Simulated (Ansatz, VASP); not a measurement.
**One calculation of HfN, two programs**

```
CELL_PARAMETERS angstrom
0.00000 2.22551 2.22551
2.22551 0.00000 2.22551
2.22551 2.22551 0.00000
ATOMIC_POSITIONS crystal
Hf 0.00000 0.00000 0.00000
N 0.50000 0.50000 0.50000
```

Alike in both runs: task single point; functional PBE; k mesh 9 × 9 × 9; no spin polarisation.

|  | VASP | Ansatz |
| --- | --- | --- |
| version | VASP 6.6.1 | Ansatz 0.2.0 |
| potentials or method | VASP PAW PBE potentials, release 64 (Hf_pv, N) | plane waves, PAW |
| plane-wave cutoff (eV) | 520 | 500 |
| occupations | methfessel-paxton of order 1, width 0.1 eV | cold, width 0.1 eV |
| valence electrons in the cell | 15 | 31 |

VASP gave:

```
pressure (GPa) : 17.0
```

Task: Estimate Ansatz's values.

Result: Pressure (GPa): 19.5.

The two sets of potentials don't hold the same shells in valence.

Caveats: so large a pressure means that the cell lies far from this level's equilibrium, or that cutoff or potentials fall short (VASP). Spin-orbit coupling is left out, which matters for the levels of Hf.
